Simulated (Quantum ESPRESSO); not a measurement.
# MgS (Niningerite) (Fm-3m) in Quantum ESPRESSO: a series of runs

Aim: see how the results for MgS (Niningerite) move with the level of theory and the settings. Levels: PBEsol, PBEsol+D3, PBEsol+D3(BJ). Tasks: relaxation of cell and atoms.

Program: Quantum ESPRESSO 7.5. These are calculated values, not measurements. Logs are shortened: lines on timing, memory, paths and dates and some standing lists are left out, and cuts for length are marked.

**1. The structure**

It takes space group Fm-3m (No. 225, cubic). The conventional cell has a = 5.203 Å, b = 5.203 Å, c = 5.203 Å, α = 90.00°, β = 90.00°, γ = 90.00°. Around S (site symmetry m-3m) lie 6 Mg at 2.60 Å. Around Mg (site symmetry m-3m) lie 6 S at 2.60 Å.

**2. Relaxation of cell and atoms, PBEsol**

Contents of run.py:

```python
import numpy as np
from ase.calculators.espresso import Espresso, EspressoProfile
from ase.io import read

atoms = read('MgS.xyz')

input_data = {
    'control': {'calculation': 'scf', 'prefix': 'pwscf', 'outdir': './tmp', 'tprnfor': True, 'tstress': True, 'disk_io': 'low'},
    'system': {'ecutwfc': 45.0, 'ecutrho': 360.0, 'nbnd': 14, 'occupations': 'smearing', 'smearing': 'fd', 'degauss': 0.00367493},
    'electrons': {'conv_thr': 4e-10, 'electron_maxstep': 120, 'mixing_beta': 0.5},
}
pseudopotentials = {'S': 's_pbesol_v1.4.uspp.F.UPF', 'Mg': 'mg_pbesol_v1.4.uspp.F.UPF'}
profile = EspressoProfile(command='mpirun -n 2 pw.x -nk 2', pseudo_dir='pseudo')
dft = Espresso(profile=profile, input_data=input_data, pseudopotentials=pseudopotentials, kpts=(9, 9, 9), koffset=(0, 0, 0))
atoms.calc = dft

from ase.optimize import BFGS
from ase.filters import FrechetCellFilter
done = BFGS(FrechetCellFilter(atoms), trajectory='opt.traj').run(fmax=0.02, steps=30)
print('converged', done)
print('cell (A)', np.round(atoms.cell.cellpar(), 5))
print(f'energy {atoms.get_potential_energy():.8f} eV')
print('forces (eV/A)')
print(np.round(atoms.get_forces(), 6))
print('stress (eV/A^3, Voigt)')
print(np.round(atoms.get_stress(), 8))
print(f'Fermi level {dft.get_fermi_level():.4f} eV')
```

Contents of MgS.xyz:

```xyz
2
Lattice="0.0000000000 2.6016500000 2.6016500000 2.6016500000 0.0000000000 2.6016500000 2.6016500000 2.6016500000 0.0000000000" Properties=species:S:1:pos:R:3 pbc="T T T"
S      2.6016500000      2.6016500000      2.6016500000
Mg     0.0000000000      0.0000000000      0.0000000000
```

Potentials or basis: GBRV 1.5 PBEsol.

On the command line:

```
$ OMP_NUM_THREADS=1 python run.py
```

Log:

```text
Step          Energy          fmax
BFGS:    0    -2031.957523        0.116670
BFGS:    1    -2031.958020        0.095929
BFGS:    2    -2031.958954        0.001148
converged True
cell (A) [ 3.66208  3.66208  3.66208 60.      60.      60.     ]
energy -2031.95895398 eV
forces (eV/A)
[[ 0.  0. -0.]
 [-0. -0.  0.]]
stress (eV/A^3, Voigt)
[-6.611e-05 -6.611e-05 -6.611e-05 -0.000e+00 -0.000e+00 -0.000e+00]
Fermi level 7.6992 eV
```

espresso.pwi:

```text
&CONTROL
   calculation      = 'scf'
   tstress          = .true.
   tprnfor          = .true.
   outdir           = './tmp'
   prefix           = 'pwscf'
   disk_io          = 'low'
   pseudo_dir       = 'pseudo'
/
&SYSTEM
   nbnd             = 14
   ecutwfc          = 45.0
   ecutrho          = 360.0
   occupations      = 'smearing'
   degauss          = 0.00367493
   smearing         = 'fd'
   ntyp             = 2
   nat              = 2
   ibrav            = 0
/
&ELECTRONS
   electron_maxstep = 120
   conv_thr         = 4e-10
   mixing_beta      = 0.5
/
&IONS
/
&CELL
/
&FCP
/
&RISM
/
ATOMIC_SPECIES
S 32.06 s_pbesol_v1.4.uspp.F.UPF
Mg 24.305 mg_pbesol_v1.4.uspp.F.UPF

K_POINTS automatic
9 9 9  0 0 0

CELL_PARAMETERS angstrom
0.00000000000000 2.58948299431425 2.58948299431425
2.58948299431425 0.00000000000000 2.58948299431425
2.58948299431425 2.58948299431425 0.00000000000000

ATOMIC_POSITIONS angstrom
S 2.5894829943 2.5894829943 2.5894829943  
Mg 0.0000000000 0.0000000000 0.0000000000
```

espresso.pwo:

```text
This program is part of the open-source Quantum ESPRESSO suite
     for quantum simulation of materials; please cite
         "P. Giannozzi et al., J. Phys.:Condens. Matter 21 395502 (2009);
         "P. Giannozzi et al., J. Phys.:Condens. Matter 29 465901 (2017);
         "P. Giannozzi et al., J. Chem. Phys. 152 154105 (2020);
     in publications or presentations arising from this work. More details at

Warning: card &CELL ignored
Warning: card &FCP ignored
Warning: card &RISM ignored

     Message from routine setup:
     using ibrav=0 with symmetry is DISCOURAGED, use correct ibrav instead

     K-points division:     npool     =       2
     Subspace diagonalization in iterative solution of the eigenvalue problem:
     a serial algorithm will be used

     G-vector sticks info
     --------------------
     sticks:   dense  smooth     PW     G-vecs:    dense   smooth      PW
     Sum        1189     595    187                26933     9577    1687

     Using Slab Decomposition

     bravais-lattice index     =            0
     lattice parameter (alat)  =       6.9203  a.u.
     unit-cell volume          =     234.3504 (a.u.)^3
     number of atoms/cell      =            2
     number of atomic types    =            2
     number of electrons       =        16.00
     number of Kohn-Sham states=           14
     kinetic-energy cutoff     =      45.0000  Ry
     charge density cutoff     =     360.0000  Ry
     scf convergence threshold =      4.0E-10
     mixing beta               =       0.5000
     number of iterations used =            8  plain     mixing
     Exchange-correlation= SLA  PW   PSX  PSC
                           (   1   4  10   8   0   0   0)

     celldm(1)=   6.920332  celldm(2)=   0.000000  celldm(3)=   0.000000
     celldm(4)=   0.000000  celldm(5)=   0.000000  celldm(6)=   0.000000

     crystal axes: (cart. coord. in units of alat)
               a(1) = (   0.000000   0.707107   0.707107 )
               a(2) = (   0.707107   0.000000   0.707107 )
               a(3) = (   0.707107   0.707107   0.000000 )

     reciprocal axes: (cart. coord. in units 2 pi/alat)
               b(1) = ( -0.707107  0.707107  0.707107 )
               b(2) = (  0.707107 -0.707107  0.707107 )
               b(3) = (  0.707107  0.707107 -0.707107 )

     PseudoPot. # 1 for S  read from file:
     s_pbesol_v1.4.uspp.F.UPF
     Pseudo is Ultrasoft + core correction, Zval =  6.0
     Generated by new atomic code, or converted to UPF format
     Using radial grid of  907 points,  6 beta functions with:
                l(1) =   0
                l(2) =   0
                l(3) =   1
                l(4) =   1
                l(5) =   2
                l(6) =   2
     Q(r) pseudized with  8 coefficients,  rinner =    1.300   1.300   1.300
                                                       1.300   1.300

     PseudoPot. # 2 for Mg read from file:
     mg_pbesol_v1.4.uspp.F.UPF
     Pseudo is Ultrasoft, Zval = 10.0
     Generated by new atomic code, or converted to UPF format
     Using radial grid of  821 points,  7 beta functions with:
                l(1) =   0
                l(2) =   0
                l(3) =   0
                l(4) =   1
                l(5) =   1
                l(6) =   2
                l(7) =   2
     Q(r) pseudized with  8 coefficients,  rinner =    1.200   1.200   1.200
                                                       1.200   1.200

     atomic species   valence    mass     pseudopotential
     S                 6.00    32.06000     S ( 1.00)
     Mg               10.00    24.30500     Mg( 1.00)

     48 Sym. Ops., with inversion, found

   Cartesian axes

     site n.     atom                  positions (alat units)
         1        S      tau(   1) = (   0.7071068   0.7071068   0.7071068  )
         2        Mg     tau(   2) = (   0.0000000   0.0000000   0.0000000  )

     number of k points=    35  Fermi-Dirac smearing, width (Ry)=  0.0037
                       cart. coord. in units 2pi/alat
        k(    1) = (   0.0000000   0.0000000   0.0000000), wk =   0.0027435
        k(    2) = (   0.0785674   0.0785674  -0.0785674), wk =   0.0219479
        k(    3) = (   0.1571348   0.1571348  -0.1571348), wk =   0.0219479
        k(    4) = (   0.2357023   0.2357023  -0.2357023), wk =   0.0219479
        k(    5) = (   0.3142697   0.3142697  -0.3142697), wk =   0.0219479
        k(    6) = (   0.1571348   0.0000000  -0.0000000), wk =   0.0164609
[... 27 lines left out ...]
        k(   34) = (  -0.0000000  -0.4714045   0.6285394), wk =   0.0658436
        k(   35) = (  -0.0785674  -0.3928371   0.7071068), wk =   0.0658436

     Dense  grid:    26933 G-vectors     FFT dimensions: (  45,  45,  45)

     Smooth grid:     9577 G-vectors     FFT dimensions: (  30,  30,  30)

     Initial potential from superposition of free atoms

     starting charge      15.6997, renormalised to      16.0000
     Starting wfcs are    9 randomized atomic wfcs +    5 random wfcs

     Self-consistent Calculation

     iteration #  1     ecut=    45.00 Ry     beta= 0.50
     Davidson diagonalization with overlap
     ethr =  1.00E-02,  avg # of iterations =  7.5

     Threshold (ethr) on eigenvalues was too large:
     Diagonalizing with lowered threshold

     Davidson diagonalization with overlap
     ethr =  9.69E-04,  avg # of iterations =  1.3

     total energy              =    -149.32277390 Ry
     estimated scf accuracy    <       0.15412724 Ry

     iteration #  2     ecut=    45.00 Ry     beta= 0.50
     Davidson diagonalization with overlap
     ethr =  9.63E-04,  avg # of iterations =  1.9

     total energy              =    -149.34607819 Ry
     estimated scf accuracy    <       0.00780413 Ry

     iteration #  3     ecut=    45.00 Ry     beta= 0.50
     Davidson diagonalization with overlap
     ethr =  4.88E-05,  avg # of iterations =  3.5

     total energy              =    -149.34615578 Ry
     estimated scf accuracy    <       0.00124299 Ry

     iteration #  4     ecut=    45.00 Ry     beta= 0.50
     Davidson diagonalization with overlap
     ethr =  7.77E-06,  avg # of iterations =  3.7

     total energy              =    -149.34623592 Ry
     estimated scf accuracy    <       0.00003316 Ry

     iteration #  5     ecut=    45.00 Ry     beta= 0.50
     Davidson diagonalization with overlap
     ethr =  2.07E-07,  avg # of iterations =  2.3

     total energy              =    -149.34624098 Ry
     estimated scf accuracy    <       0.00000101 Ry

     iteration #  6     ecut=    45.00 Ry     beta= 0.50
     Davidson diagonalization with overlap
     ethr =  6.32E-09,  avg # of iterations =  3.9

     total energy              =    -149.34624155 Ry
     estimated scf accuracy    <       0.00000008 Ry

     iteration #  7     ecut=    45.00 Ry     beta= 0.50
     Davidson diagonalization with overlap
     ethr =  4.78E-10,  avg # of iterations =  2.0

     total energy              =    -149.34624155 Ry
     estimated scf accuracy    <          8.1E-09 Ry

     iteration #  8     ecut=    45.00 Ry     beta= 0.50
     Davidson diagonalization with overlap
     ethr =  5.06E-11,  avg # of iterations =  2.2

     End of self-consistent calculation

          k = 0.0000 0.0000 0.0000 (  1243 PWs)   bands (ev):

   -67.9921 -34.9491 -34.9491 -34.9491  -6.4185   6.3417   6.3417   6.3417
    10.0451  14.1460  14.1460  14.1460  16.5690  16.5690

          k = 0.0786 0.0786-0.0786 (  1209 PWs)   bands (ev):

   -67.9920 -34.9499 -34.9492 -34.9492  -6.2939   5.4520   6.2566   6.2566
    10.7312  13.8635  14.3675  14.3675  16.0297  16.0297

          k = 0.1571 0.1571-0.1571 (  1197 PWs)   bands (ev):

   -67.9919 -34.9520 -34.9494 -34.9494  -5.9477   3.8565   6.0595   6.0595
    11.2465  14.2217  14.2217  14.2916  16.2148  16.2148

          k = 0.2357 0.2357-0.2357 (  1176 PWs)   bands (ev):

   -67.9918 -34.9544 -34.9497 -34.9497  -5.4798   2.4002   5.8609   5.8609
    11.0081  13.5876  13.5876  15.7367  17.7334  17.7334

          k = 0.3143 0.3143-0.3143 (  1182 PWs)   bands (ev):

   -67.9917 -34.9560 -34.9499 -34.9499  -5.1082   1.5026   5.7429   5.7429
    10.7868  13.2075  13.2075  16.5326  18.2074  19.7868

          k = 0.1571 0.0000-0.0000 (  1211 PWs)   bands (ev):

   -67.9920 -34.9498 -34.9494 -34.9494  -6.2530   5.4812   6.0683   6.0683
    11.0187  13.3320  14.6986  14.6986  15.0464  16.7757

          k = 0.2357 0.0786-0.0786 (  1202 PWs)   bands (ev):
[... 124 lines left out ...]
          k =-0.0000-0.3143 0.4714 (  1194 PWs)   bands (ev):

   -67.9917 -34.9543 -34.9525 -34.9505  -4.9250   2.4604   3.6352   5.1667
    11.8555  13.2339  13.8205  15.6175  17.9008  19.7148

          k =-0.0786-0.5500 0.7071 (  1193 PWs)   bands (ev):

   -67.9916 -34.9549 -34.9521 -34.9516  -4.7105   2.2733   4.1631   4.3749
    10.0311  11.5019  16.2049  17.4019  19.5141  21.2654

          k =-0.0000-0.4714 0.6285 (  1185 PWs)   bands (ev):

   -67.9916 -34.9544 -34.9530 -34.9515  -4.6447   2.5215   3.3115   4.4446
    10.6109  12.7171  15.4964  16.0242  19.3773  20.5375

          k =-0.0786-0.3928 0.7071 (  1198 PWs)   bands (ev):

   -67.9916 -34.9540 -34.9532 -34.9516  -4.6589   2.6886   3.2661   4.1617
    11.5203  13.5954  13.9600  15.3968  19.9448  20.2179

     the Fermi energy is     7.6992 ev

!    total energy              =    -149.34624156 Ry
     estimated scf accuracy    <          5.5E-11 Ry
     smearing contrib. (-TS)   =      -0.00000000 Ry
     internal energy E=F+TS    =    -149.34624156 Ry

     The total energy is F=E-TS. E is the sum of the following terms:
     one-electron contribution =     -98.03494996 Ry
     hartree contribution      =      50.88290746 Ry
     xc contribution           =     -25.12027479 Ry
     ewald contribution        =     -77.07392427 Ry

     convergence has been achieved in   8 iterations

     Forces acting on atoms (cartesian axes, Ry/au):

     atom    1 type  1   force =     0.00000000    0.00000000   -0.00000000
     atom    2 type  2   force =    -0.00000000   -0.00000000    0.00000000

     Total force =     0.000000     Total SCF correction =     0.000000

     Computing stress (Cartesian axis) and pressure

          total   stress  (Ry/bohr**3)                   (kbar)     P=        0.11
   0.00000072   0.00000000   0.00000000            0.11        0.00        0.00
   0.00000000   0.00000072   0.00000000            0.00        0.11        0.00
   0.00000000   0.00000000   0.00000072            0.00        0.00        0.11

=------------------------------------------------------------------------------=
   JOB DONE.
=------------------------------------------------------------------------------=
```

Run time: 27 s. Hardware: 2 MPI ranks of Arm Neoverse V1, shared host; peak memory 0.2 GiB.

What came out:

* Free energy: -2031.9591 eV
* Relaxed volume: 17.36 Å³/atom
* Relaxed cell: a = 3.662 Å, b = 3.662 Å, c = 3.662 Å, α = 60.00°, β = 60.00°, γ = 60.00°
* Space group after relaxing (to 0.05 Å): Fm-3m (No. 225)
* Energy gained by relaxing: 0.7 meV/atom
* Ionic steps: 3
* Pressure after relaxing: 0.0 GPa
* Band gap on the k mesh: 2.86 eV, indirect (least direct gap 3.70 eV)

The path:
```csv
step,energy change (eV),largest force (eV/Å),pressure (GPa),volume (Å³)
1,0.0000,0.0000,-1.06,35.22
2,-0.0005,0.0000,-0.88,35.13
3,-0.0014,0.0000,0.01,34.73
```

Final structure:
```
S Mg
1.0
     0.00000    2.58948    2.58948
     2.58948    0.00000    2.58948
     2.58948    2.58948    0.00000
S Mg
1 1
Direct
  0.50000 0.50000 0.50000
  0.00000 0.00000 0.00000
```

Caveat: an odd mesh through Γ misses points on the zone boundary, where band edges often lie.

**3. Relaxation of cell and atoms, PBEsol+D3**

run.py: that of step 2 with these lines changed.

```diff
@@ -8,3 +8,3 @@
     'control': {'calculation': 'scf', 'prefix': 'pwscf', 'outdir': './tmp', 'tprnfor': True, 'tstress': True, 'disk_io': 'low'},
-    'system': {'ecutwfc': 45.0, 'ecutrho': 360.0, 'nbnd': 14, 'occupations': 'smearing', 'smearing': 'fd', 'degauss': 0.00367493},
+    'system': {'ecutwfc': 45.0, 'ecutrho': 360.0, 'nbnd': 14, 'occupations': 'smearing', 'smearing': 'fd', 'degauss': 0.00367493, 'vdw_corr': 'grimme-d3', 'dftd3_version': 3},
     'electrons': {'conv_thr': 4e-10, 'electron_maxstep': 120, 'mixing_beta': 0.5},
@@ -16,5 +16,5 @@
 
-from ase.optimize import BFGS
+from ase.optimize import FIRE
 from ase.filters import FrechetCellFilter
-done = BFGS(FrechetCellFilter(atoms), trajectory='opt.traj').run(fmax=0.02, steps=30)
+done = FIRE(FrechetCellFilter(atoms), trajectory='opt.traj').run(fmax=0.02, steps=30)
 print('converged', done)
```

MgS.xyz is that of step 2.

Potentials or basis: GBRV 1.5 PBEsol.

On the command line:

```
$ OMP_NUM_THREADS=1 python run.py
```

Wall time 48 s (2 MPI ranks of Arm Neoverse V1, shared host); peak memory 0.22 GiB.

The run converged. Its results:

| Quantity | Value |
| --- | --- |
| Free energy | -2032.2977 eV |
| Relaxed volume | 17.16 Å³/atom |
| Relaxed cell | a = 3.648 Å, b = 3.648 Å, c = 3.648 Å, α = 60.00°, β = 60.00°, γ = 60.00° |
| Space group after relaxing (to 0.05 Å) | Fm-3m (No. 225) |
| Energy gained by relaxing | 2.3 meV/atom |
| Ionic steps | 5 |
| Pressure after relaxing | 0.1 GPa |
| Band gap on the k mesh | 2.89 eV, indirect (least direct gap 3.80 eV) |

The path:
| step | energy change (eV) | largest force (eV/Å) | pressure (GPa) | volume (Å³) |
| --- | --- | --- | --- | --- |
| 1 | 0.0000 | 0.0000 | -1.90 | 35.22 |
| 2 | -0.0012 | 0.0000 | -1.66 | 35.11 |
| 3 | -0.0029 | 0.0000 | -1.21 | 34.90 |
| 4 | -0.0044 | 0.0000 | -0.59 | 34.63 |
| 5 | -0.0047 | 0.0000 | 0.13 | 34.33 |

Final structure:
```xyz
2
Lattice="0.0000 2.5795 2.5795 2.5795 0.0000 2.5795 2.5795 2.5795 0.0000" Properties=species:S:1:pos:R:3 pbc="T T T"
S     2.5795    2.5795    2.5795
Mg    0.0000    0.0000    0.0000
```

Levels at points of the mesh, in eV from the valence-band top:
| k point | band 6 | band 7 | band 8 | band 9 | band 10 | band 11 |
| --- | --- | --- | --- | --- | --- | --- |
| (0.00, 0.00, 0.00) | 0.00 | 0.00 | 0.00 | 3.80 | 7.80 | 7.80 |

Caveat: an odd mesh through Γ misses points on the zone boundary, where band edges often lie.

**4. Relaxation of cell and atoms, PBEsol+D3(BJ)**

run.py: that of step 3 with these lines changed.

```diff
@@ -8,3 +8,3 @@
     'control': {'calculation': 'scf', 'prefix': 'pwscf', 'outdir': './tmp', 'tprnfor': True, 'tstress': True, 'disk_io': 'low'},
-    'system': {'ecutwfc': 45.0, 'ecutrho': 360.0, 'nbnd': 14, 'occupations': 'smearing', 'smearing': 'fd', 'degauss': 0.00367493, 'vdw_corr': 'grimme-d3', 'dftd3_version': 3},
+    'system': {'ecutwfc': 45.0, 'ecutrho': 360.0, 'nbnd': 14, 'occupations': 'smearing', 'smearing': 'fd', 'degauss': 0.00367493, 'vdw_corr': 'grimme-d3', 'dftd3_version': 4},
     'electrons': {'conv_thr': 4e-10, 'electron_maxstep': 120, 'mixing_beta': 0.5},
@@ -16,5 +16,5 @@
 
-from ase.optimize import FIRE
+from ase.optimize import BFGS
 from ase.filters import FrechetCellFilter
-done = FIRE(FrechetCellFilter(atoms), trajectory='opt.traj').run(fmax=0.02, steps=30)
+done = BFGS(FrechetCellFilter(atoms), trajectory='opt.traj').run(fmax=0.02, steps=30)
 print('converged', done)
```

MgS.xyz is that of step 3.

On the command line:

```
$ OMP_NUM_THREADS=1 python run.py
```

It took 30 s on 2 MPI ranks of Arm Neoverse V1, shared host; peak memory 0.22 GiB.

Results (log left out):

```
Free energy                            : -2032.5351 eV
Relaxed volume                         : 16.80 Å³/atom
Relaxed cell                           : a = 3.622 Å, b = 3.622 Å, c = 3.622 Å, α = 60.00°, β = 60.00°, γ = 60.00°
Space group after relaxing (to 0.05 Å) : Fm-3m (No. 225)
Energy gained by relaxing              : 8.5 meV/atom
Ionic steps                            : 3
Pressure after relaxing                : 0.1 GPa
Band gap on the k mesh                 : 2.93 eV, indirect (least direct gap 3.97 eV)
```

The path:
```csv
step,energy change (eV),largest force (eV/Å),pressure (GPa),volume (Å³)
1,0.0000,0.0000,-3.48,35.22
2,-0.0056,0.0000,-2.90,34.93
3,-0.0170,0.0000,0.13,33.60
```

Final structure:
```cif
data_structure
_symmetry_space_group_name_H-M 'P 1'
_symmetry_Int_Tables_number 1
_cell_length_a 3.6220
_cell_length_b 3.6220
_cell_length_c 3.6220
_cell_angle_alpha 60.000
_cell_angle_beta 60.000
_cell_angle_gamma 60.000
_cell_volume 33.60
loop_
_atom_site_label
_atom_site_type_symbol
_atom_site_fract_x
_atom_site_fract_y
_atom_site_fract_z
_atom_site_occupancy
S1 S 0.50000 0.50000 0.50000 1
Mg1 Mg 0.00000 0.00000 0.00000 1
```

Levels at points of the mesh, in eV from the valence-band top:
```csv
k point,band 5,band 6,band 7,band 8,band 9,band 10,band 11,band 12
"(0.00, 0.00, 0.00)",-12.96,0.00,0.00,0.00,3.97,7.78,7.78,7.78
```

Caveat: an odd mesh through Γ misses points on the zone boundary, where band edges often lie.

**5. Overview**

| level | ASE optimiser | gap on the mesh (eV) | pressure (GPa) | relaxed volume (Å³/atom) |
| --- | --- | --- | --- | --- |
| PBEsol | BFGS | 2.86 | 0.0 | 17.36 |
| PBEsol+D3 | FIRE | 2.89 | 0.1 | 17.16 |
| PBEsol+D3(BJ) | BFGS | 2.93 | 0.1 | 16.80 |

Alike in all rows: task relaxation of cell and atoms; potentials or basis GBRV 1.5 PBEsol; no spin polarisation; cell relaxed; k mesh 9 × 9 × 9; cutoff (eV) 612; smearing fermi-dirac 0.05 eV.

Caveats: an odd mesh through Γ misses points on the zone boundary, where band edges often lie.

Total energies depend on the potentials used, so only differences within one code and one set of settings carry meaning.
